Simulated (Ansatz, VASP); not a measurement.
# ZrIn26P26 (V_P-Zr_In): VASP beside Ansatz, part 2 of 2

Aim: how closely do two programs agree when they are given the same cell, functional and k mesh? The cell is taken from a series of runs on this material, whose earlier steps may have relaxed, scaled, displaced or heated it; both programs get it as it stands.

VASP 6.6.1 and Ansatz 0.2.0.

So far: Starting point; Ansatz: single point, r2SCAN.

### Step 3. VASP: single point, r2SCAN

Level of this step: r2SCAN, spin-polarised from a ferromagnetic start; plane waves and PAW (In_d, P, Zr_sv) (VASP).

The same cell, functional and mesh now go to VASP, with its own data sets.

Lines of VASP's logs that name or quote its potential files are left out, and so is its time.

Contents of INCAR:

```
SYSTEM = ZrIn26P26
PREC = Accurate
ENCUT = 440
EDIFF = 1E-06
NELM = 200
ISMEAR = 0
SIGMA = 0.01
LREAL = Auto
ALGO = Normal
METAGGA = R2SCAN
LASPH = .TRUE.
NELECT = 477
NBANDS = 276
ISPIN = 2
MAGMOM = 0 0 -0 0 0 -0 0 -0 -0 0 0 -0 0 0.01 0 0.01 -0 0 -0 -0 0 0.01 -0 0 -0 0 -0 0 -0 0 0.01 -0 -0 0.01 -0 0 0.01 -0 0 -0 0 0.01 0 -0 0.01 -0 0 0.01 0 -0 0 -0 0.19
LMAXMIX = 4
LORBIT = 11
LWAVE = .FALSE.
LCHARG = .FALSE.
ISIF = 2
ISYM = 0
NUPDOWN = 1
GGA_COMPAT = .FALSE.
LMIXTAU = .TRUE.
```

Contents of POSCAR:

```
ZrIn26P26
1.0
    0.0000000000      8.8613319841      8.8613319841
    8.8613319841      0.0000000000      8.8613319841
    8.8613319841      8.8613319841      0.0000000000
In P Zr
26 26 1
Direct
    0.9983800000      0.9990400000      0.0021900000
    0.9994800000      0.0000400000      0.3353100000
    0.9989000000      0.9995300000      0.6686700000
    0.0027300000      0.3304100000      0.0029500000
    0.9995500000      0.3318400000      0.3352500000
    0.9981700000      0.3292200000      0.6709600000
    0.9984000000      0.6669100000      0.0021600000
    0.9973900000      0.6689900000      0.3312300000
    0.9981800000      0.6682800000      0.6708800000
    0.3298100000      0.0033700000      0.0028600000
    0.3311900000      0.0002000000      0.3351600000
    0.3286500000      0.9988800000      0.6709100000
    0.3298200000      0.3304400000      0.0028700000
    0.3212900000      0.3219400000      0.3214800000
    0.3285900000      0.6687300000      0.0004200000
    0.3209500000      0.7032000000      0.3209200000
    0.3286200000      0.6681500000      0.6709700000
    0.6662900000      0.9990400000      0.0021100000
    0.6683200000      0.9980500000      0.3312400000
    0.6675700000      0.9989000000      0.6708900000
    0.6680800000      0.3291800000      0.0004400000
    0.7027500000      0.3215300000      0.3208600000
    0.6675200000      0.3292400000      0.6709800000
    0.6681700000      0.6688200000      0.0003600000
    0.6683600000      0.6690600000      0.3312400000
    0.6659200000      0.6665300000      0.6676700000
    0.0813800000      0.0820200000      0.0857200000
    0.0820000000      0.0826500000      0.4193200000
    0.0812300000      0.0818500000      0.7533000000
    0.0813800000      0.4174300000      0.0856600000
    0.0789900000      0.4189600000      0.4209700000
    0.0910000000      0.4135200000      0.7485000000
    0.0814700000      0.7504400000      0.0841500000
    0.0788700000      0.7477900000      0.4209100000
    0.0812400000      0.7502000000      0.7532500000
    0.4168100000      0.0820100000      0.0855800000
    0.4183100000      0.0796200000      0.4209100000
    0.4128900000      0.0917200000      0.7483900000
    0.4180300000      0.4186700000      0.0788000000
    0.4127000000      0.4133400000      0.7482500000
    0.4181400000      0.7510700000      0.0785400000
    0.4183300000      0.7478700000      0.4209800000
    0.4165900000      0.7492700000      0.7514500000
    0.7498000000      0.0820700000      0.0841400000
    0.7472100000      0.0794900000      0.4208800000
    0.7495800000      0.0818900000      0.7532500000
    0.7504200000      0.4187900000      0.0785300000
    0.7472100000      0.4190200000      0.4209700000
    0.7485900000      0.4172200000      0.7514700000
    0.7498400000      0.7504700000      0.0841600000
    0.7488400000      0.7494800000      0.4189100000
    0.7486300000      0.7493200000      0.7514300000
    0.3369900000      0.3378000000      0.6535900000
```

Contents of KPOINTS:

```
Points of the shifted mesh
8
Reciprocal
 0.2500000000  0.2500000000  0.2500000000 1
 0.2500000000  0.2500000000  0.7500000000 1
 0.2500000000  0.7500000000  0.2500000000 1
 0.2500000000  0.7500000000  0.7500000000 1
 0.7500000000  0.2500000000  0.2500000000 1
 0.7500000000  0.2500000000  0.7500000000 1
 0.7500000000  0.7500000000  0.2500000000 1
 0.7500000000  0.7500000000  0.7500000000 1
```

Potentials, in the order of the species: In_d, P and Zr_sv (PBE family, release 64).

On the command line:

```sh
$ export OMP_NUM_THREADS=3
$ mpirun -np 1 vasp_std
```

Numbers of over 12 decimals in the logs are rounded to 6 here.

The program printed:

```text
[banner, memory and clock lines left out]
running    1 mpi-ranks, on    1 nodes
[...]
Offloading initialized ...    1 GPUs detected
[...]
|                                                                             |
|               ----> ADVICE to this user running VASP <----                  |
|                                                                             |
|     You enforced a specific xc type in the INCAR file but a different       |
|     [... a line on the potential file left out ...]
|     I HOPE YOU KNOW WHAT YOU ARE DOING!                                     |
|                                                                             |

 LDA part: xc-table for (None), standard interpolation
 POSCAR, INCAR and KPOINTS ok, starting setup
[...]
entering main loop
       N       E                     dE             d eps       ncg     rms          rms(c)
DAV:   1     0.475316560822E+04    0.47532E+04   -0.18758E+05  8832   0.180E+03
DAV:   2     0.670913803230E+02   -0.46861E+04   -0.46065E+04  8832   0.516E+02
DAV:   3    -0.870009597586E+03   -0.93710E+03   -0.88355E+03  9624   0.243E+02
DAV:   4    -0.970738426098E+03   -0.10073E+03   -0.99230E+02 11184   0.724E+01
DAV:   5    -0.975964016368E+03   -0.52256E+01   -0.51854E+01 14272   0.138E+01BRMIX: very serious problems
 the old and the new charge density differ
 old charge density:   480.00000 new  477.00000
    0.418E+01
DAV:   6    -0.875449406630E+03    0.10051E+03   -0.59181E+01 12224   0.437E+01    0.197E+01
DAV:   7    -0.875434773432E+03    0.14633E-01   -0.12043E+01 10976   0.733E+00    0.119E+01
DAV:   8    -0.875616247784E+03   -0.18147E+00   -0.18061E+00 10232   0.393E+00    0.460E+00
DAV:   9    -0.875776288596E+03   -0.16004E+00   -0.46050E-01  9796   0.203E+00    0.203E+00
[...]
DAV:  15    -0.875816391850E+03   -0.31728E-05   -0.99673E-05 11376   0.255E-02    0.580E-02
DAV:  16    -0.875816395797E+03   -0.39472E-05   -0.39127E-05 10184   0.179E-02    0.155E-02
DAV:  17    -0.875816396040E+03   -0.24299E-06   -0.77700E-06  7992   0.101E-02
   1 F= -.87581640E+03 E0= -.87581640E+03  d E =-.845199E-23  mag=     1.0000
```

Parts of OUTCAR (step 3):

```text
  FREE ENERGIE OF THE ION-ELECTRON SYSTEM (eV)
  ---------------------------------------------------
  free  energy   TOTEN  =      -875.8163960397 eV

  energy  without entropy=     -875.8163960397  energy(sigma->0) =     -875.81639604

 magnetization (x)
# of ion       s       p       d       tot
------------------------------------------
    1        0.000   0.000  -0.000   0.000
    2        0.003   0.005   0.001   0.008
    3       -0.000  -0.000  -0.000  -0.000
    4        0.001   0.000   0.000   0.002
    5        0.003   0.005   0.001   0.009
    6       -0.000  -0.001   0.000  -0.001
    7        0.000   0.000  -0.000   0.000
    8       -0.000  -0.000   0.000  -0.000
    9       -0.000  -0.001   0.000  -0.001
   10        0.001   0.000   0.000   0.002
   11        0.003   0.005   0.001   0.009
   12       -0.000  -0.001   0.000  -0.001
   13        0.002   0.000   0.000   0.002
[...]
--------------------------------------------------
tot          0.043   0.127   0.238   0.407

[... 1 further part left out ...]
```

The run ends at a pressure of -3.20 GPa, with forces up to 0.018 eV/Å.

### Step 4. Comparison

Known differences besides the potentials themselves: VASP starts from the moments at which Ansatz ended; VASP keeps PBE cores, Ansatz makes them for the functional; fixed occupations in Ansatz, narrow Gaussian smearing in VASP; the cutoff is 500 eV in Ansatz and 440 eV in VASP (PREC = Accurate, projectors in real space); site moments are counted in spheres of each program's own size. Total energies have different zeros and are not compared.

Both answers:

```csv
quantity,Ansatz,VASP,difference
"total moment, fixed by the input (μB)",1.00,1.00,0.00
moment on Zr53 (μB),0.19,0.26,-0.07
```

At this near-relaxed geometry the largest component of a force difference is 7 meV/Å. The cell carries a charge of +3 e against a uniform background, so its pressure also hangs on how the neutralising background is counted, and in a defect's cell a gap may be the spacing between its levels.

### Step 5. What came out

```
difference in moment on Zr53 (single point, r2SCAN) : -0.065 μB
```

What this shows: The difference in moment on Zr53 is -0.065 μB (single point, r2SCAN). How closely two codes agree says nothing of how well the functional describes the real material.

[Lines on the potential files, build, host, timing and source positions are cut from VASP's logs without a mark.]

[Logs are printed without paths, hosts, clocks, repeated set-up lines and the standing remarks that a program may print on its own settings, such as how far it seeks lower states.]

[Hosts, paths, dates, database ids (printed as entryN), source tags and the programs' standing remarks are cut or masked in the printed files.]
